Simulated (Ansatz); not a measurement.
# Yb in Ansatz: the effect of functional

Crystal: Yb.

```xyz
1
Lattice="0.0000 2.7247 2.7247 2.7247 0.0000 2.7247 2.7247 2.7247 0.0000" Properties=species:S:1:pos:R:3 pbc="T T T"
Yb    0.0000    0.0000    0.0000
```

The cell isn't the ideal one: volume scaled by 0.98.

Alike in all runs:

| Quantity | Value |
| --- | --- |
| Program | Ansatz 0.2.0 |
| Task | single point |
| Potentials or basis | Ansatz PAW |
| k mesh | 8 × 8 × 8 |
| Occupations | fermi-dirac, width 0.05 eV |
| Spin | collinear spin, ferromagnetic start |
| Starting moments | [1.0] μB |

```csv
functional,cutoff,pressure (GPa)
LDA,420 eV (not typed: the program's choice for these potentials),?
r2SCAN,500 eV (not typed: the program's choice for these potentials),-2.2
PBE,420 eV (not typed: the program's choice for these potentials),-1.9
```

Q: What does the run with functional LDA give?

A: Pressure -4.3 GPa.

Caveats: the starting moments weren't kept; the PAW data sets come from PBE, with cores solved anew for the run's functional, which leaves a small shift of forces and pressure (some runs); the magnetic or orbital state may not be the lowest (some runs).
